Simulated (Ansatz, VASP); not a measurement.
# MgTe in VASP and in Ansatz

Contents of INCAR:

```
SYSTEM = MgTe
PREC = Accurate ; ENCUT = 520
EDIFF = 1E-7 ; ISMEAR = -1
SIGMA = 0.05 ; LREAL = .FALSE.
LASPH = .TRUE. ; NELM = 60
ALGO = Normal ; ISIF = 2
LWAVE = .FALSE. ; LCHARG = .FALSE.
GGA = PE ; NBANDS = 11
```

The input KPOINTS:

```
Automatic mesh
0
G
  7 7 7
  0 0 0
```

POSCAR

```
MgTe
1.0
    0.0000000000      3.2319988239      3.2319988239
    3.2319988239      0.0000000000      3.2319988239
    3.2319988239      3.2319988239      0.0000000000
Te Mg
1 1
Direct
    0.2500000000      0.2500000000      0.2500000000
    0.0000000000      0.0000000000      0.0000000000
```

The input input.yaml:

```yaml
crystal:
  lattice:
    - [0.0, 3.2319988239, 3.2319988239]
    - [3.2319988239, 0.0, 3.2319988239]
    - [3.2319988239, 3.2319988239, 0.0]
  atoms:
    - { symbol: Te, position: [0.25, 0.25, 0.25] }
    - { symbol: Mg, position: [0.0, 0.0, 0.0] }
hamiltonian:
  xc: pbe
  pseudopotentials: { kind: paw }
kpoints:
  mp_grid: { grid: [7, 7, 7] }
scf:
  occupations: { method: fermi_dirac, width: 0.05 }
output:
  forces: true
  stress: true
  eigenvalues: true
```

The cell comes from a database or a generator and needn't be the stable form of this composition.

Alike in both runs: task single point; functional PBE; k mesh 7 × 7 × 7; occupations fermi-dirac, width 0.05 eV; no spin polarisation.

```csv
,VASP,Ansatz
version,VASP 6.6.1,Ansatz 0.2.0
potentials or method,"VASP PAW PBE potentials, release 64 (Te, Mg)",Ansatz PAW
plane-wave cutoff (eV),520,420
valence electrons in the cell,8,26
```

|  | VASP | Ansatz | Ansatz less VASP |
| --- | --- | --- | --- |
| gap on the k mesh at the Fermi level (eV) | 2.41 | 2.42 | +0.009 |
| least direct gap on the mesh (eV) | 2.41 | 2.42 | +0.009 |
| pressure (GPa) | 0.7 | 0.7 | +0.01 |

The two sets of potentials don't hold the same shells in valence.

Caveats: spin-orbit coupling is left out, which moves the levels of the heavy elements; odd divisions of the mesh miss points on the zone boundary, where band edges often lie, so the gap on the mesh can be too wide (Ansatz). PBE gaps usually lie below the measured ones, often by a third to a half.
